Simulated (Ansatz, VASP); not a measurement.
## Two plane-wave programs on AlN

```
Al N
1.0
     5.09065    0.00000    0.00000
     0.00000    3.10975    0.00000
     0.00000    0.00000    5.22716
Al N
4 4
Direct
  0.82107 0.75000 0.40954
  0.67893 0.25000 0.90954
  0.32107 0.75000 0.09046
  0.17893 0.25000 0.59046
  0.82107 0.25000 0.59046
  0.67893 0.75000 0.09046
  0.32107 0.25000 0.90954
  0.17893 0.75000 0.40954
```

Alike in both runs: task single point; functional PBE; k mesh 4 × 6 × 4; occupations gaussian, width 0.1 eV; no spin polarisation.

```csv
,VASP,Ansatz
version,VASP 6.6.1,Ansatz 0.2.0
potentials or method,"VASP PAW PBE potentials, release 64 (Al, N)","scalar-relativistic, plane waves, PAW"
plane-wave cutoff (eV),520,420
valence electrons in the cell,32,32
```

Ansatz gave:

* gap on the k mesh at the Fermi level (eV): 3.90
* least direct gap on the mesh (eV): 4.02
* rms of the force components (eV/Å): 1.257

Q: What did VASP give for the same quantities?

A: gap on the k mesh at the Fermi level (eV): 3.91; least direct gap on the mesh (eV): 4.02; rms of the force components (eV/Å): 1.266.

Atom by atom the forces differ by 0.009 eV/Å (rms over components). With one functional, cell and mesh, what is left measures potentials, basis and numerics.

Caveats: forces of over 1 eV/Å show positions far from the minimum, so gaps and moduli don't describe the material at rest. Expect the measured gap to be larger: semilocal functionals such as PBE lack the derivative discontinuity. A k mesh can miss the band edges.
